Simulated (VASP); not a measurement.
# CeO₂: Hubbard U by linear response

CeO₂, Fm-3m (no. 225), 24 atoms in the cell. LDA, linear-response Hubbard U; PAW potentials Ce, O (LDA set).

Shifted element: Ce; Shifted shell (l): 3; Cell repeated: 2 × 2 × 2; Shifts (eV): -0.2, -0.1, 0.1, 0.2.

## Input

INCAR.step1:
```
  PREC = Accurate
  ENCUT = 450
  EDIFF = 1E-7
  NELM = 200
  ALGO = Normal
  ISMEAR = 0
  SIGMA = 0.05
  LREAL = False
  LASPH = True
  LMAXMIX = 6
  LORBIT = 11
  LWAVE = True
  LCHARG = True
  GGA = CA
  VOSKOWN = 1
  ISPIN = 2
  MAGMOM = 0 0 0 0 0 0 0 0 0 0 0 0 0 0 0 0 0 0 0 0 0 0 0 0
  AMIX = 0.2
  BMIX = 1E-4
  AMIX_MAG = 0.8
  BMIX_MAG = 1E-4
```

INCAR.step2, as INCAR.step1 but for:
```
- LWAVE = True
- LCHARG = True
+ LWAVE = False
+ LCHARG = False
+ LDAU = True
+ LDAUTYPE = 3
+ LDAUL = 3 -1 -1
+ LDAUU = -0.2 0 0
+ LDAUJ = -0.2 0 0
+ LDAUPRINT = 1
+ ISTART = 1
+ ICHARG = 11
```

INCAR.step3, as INCAR.step2 but for:
```
- ICHARG = 11
+ ICHARG = 1
```

INCAR.step4, as INCAR.step3 but for:
```
- LDAUU = -0.2 0 0
- LDAUJ = -0.2 0 0
- ICHARG = 1
+ LDAUU = -0.1 0 0
+ LDAUJ = -0.1 0 0
+ ICHARG = 11
```

INCAR.step5, as INCAR.step4 but for:
```
- ICHARG = 11
+ ICHARG = 1
```

INCAR.step6, as INCAR.step5 but for:
```
- LDAUU = -0.1 0 0
- LDAUJ = -0.1 0 0
- ICHARG = 1
+ LDAUU = 0.1 0 0
+ LDAUJ = 0.1 0 0
+ ICHARG = 11
```

INCAR.step7, as INCAR.step6 but for:
```
- ICHARG = 11
+ ICHARG = 1
```

INCAR.step8, as INCAR.step7 but for:
```
- LDAUU = 0.1 0 0
- LDAUJ = 0.1 0 0
- ICHARG = 1
+ LDAUU = 0.2 0 0
+ LDAUJ = 0.2 0 0
+ ICHARG = 11
```

INCAR.step9, as INCAR.step8 but for:
```
- ICHARG = 11
+ ICHARG = 1
```

KPOINTS:
```
k-points
0
Gamma
  3 3 3
```

POSCAR:
```
CeO2
1.0
    0.0000000000      5.4073000000      5.4073000000
    5.4073000000      0.0000000000      5.4073000000
    5.4073000000      5.4073000000      0.0000000000
Ce Ce O
1 7 16
Direct
    0.0000000000      0.0000000000      0.0000000000
    0.0000000000      0.0000000000      0.5000000000
    0.0000000000      0.5000000000      0.0000000000
    0.0000000000      0.5000000000      0.5000000000
    0.5000000000      0.0000000000      0.0000000000
    0.5000000000      0.0000000000      0.5000000000
    0.5000000000      0.5000000000      0.0000000000
    0.5000000000      0.5000000000      0.5000000000
    0.3750000000      0.3750000000      0.3750000000
    0.3750000000      0.3750000000      0.8750000000
    0.3750000000      0.8750000000      0.3750000000
    0.3750000000      0.8750000000      0.8750000000
    0.8750000000      0.3750000000      0.3750000000
    0.8750000000      0.3750000000      0.8750000000
    0.8750000000      0.8750000000      0.3750000000
    0.8750000000      0.8750000000      0.8750000000
    0.1250000000      0.1250000000      0.1250000000
    0.1250000000      0.1250000000      0.6250000000
    0.1250000000      0.6250000000      0.1250000000
    0.1250000000      0.6250000000      0.6250000000
    0.6250000000      0.1250000000      0.1250000000
    0.6250000000      0.1250000000      0.6250000000
    0.6250000000      0.6250000000      0.1250000000
    0.6250000000      0.6250000000      0.6250000000
```

Commands (each step's output is kept before the next begins):
```
cat potpaw_LDA.64/Ce/POTCAR potpaw_LDA.64/Ce/POTCAR potpaw_LDA.64/O/POTCAR > POTCAR
cp INCAR.step1 INCAR
mpirun -np 8 vasp_std > vasp.out
cp CHGCAR CHGCAR.0
cp WAVECAR WAVECAR.0
cp INCAR.step2 INCAR
mpirun -np 8 vasp_std > vasp.out
cp CHGCAR.0 CHGCAR
cp WAVECAR.0 WAVECAR
cp INCAR.step3 INCAR
mpirun -np 8 vasp_std > vasp.out
cp CHGCAR.0 CHGCAR
cp WAVECAR.0 WAVECAR
cp INCAR.step4 INCAR
mpirun -np 8 vasp_std > vasp.out
cp CHGCAR.0 CHGCAR
cp WAVECAR.0 WAVECAR
cp INCAR.step5 INCAR
mpirun -np 8 vasp_std > vasp.out
cp CHGCAR.0 CHGCAR
cp WAVECAR.0 WAVECAR
cp INCAR.step6 INCAR
mpirun -np 8 vasp_std > vasp.out
cp CHGCAR.0 CHGCAR
cp WAVECAR.0 WAVECAR
cp INCAR.step7 INCAR
mpirun -np 8 vasp_std > vasp.out
cp CHGCAR.0 CHGCAR
cp WAVECAR.0 WAVECAR
cp INCAR.step8 INCAR
mpirun -np 8 vasp_std > vasp.out
cp CHGCAR.0 CHGCAR
cp WAVECAR.0 WAVECAR
cp INCAR.step9 INCAR
mpirun -np 8 vasp_std > vasp.out
```

## Result

- U (eV): 6.1
- Bare response (electrons/eV): 0.469
- Relaxed response (electrons/eV): 0.122

Electrons in the shifted shell, density kept fixed:

| Shift (eV) | Electrons |
|---|---|
| -0.20 | 0.902 |
| -0.10 | 0.944 |
| 0.00 | 0.989 |
| 0.10 | 1.037 |
| 0.20 | 1.090 |

Electrons in the shifted shell, density relaxed:

| Shift (eV) | Electrons |
|---|---|
| -0.20 | 0.963 |
| -0.10 | 0.976 |
| 0.00 | 0.989 |
| 0.10 | 0.996 |
| 0.20 | 1.014 |

Limits: The slopes are limited by the printed digits (0.001 electrons) and by how far each density was converged.

VASP 6.6.1 took 831 s on 8 cores (Intel Xeon 6975P-C (Granite Rapids)), a shared host.
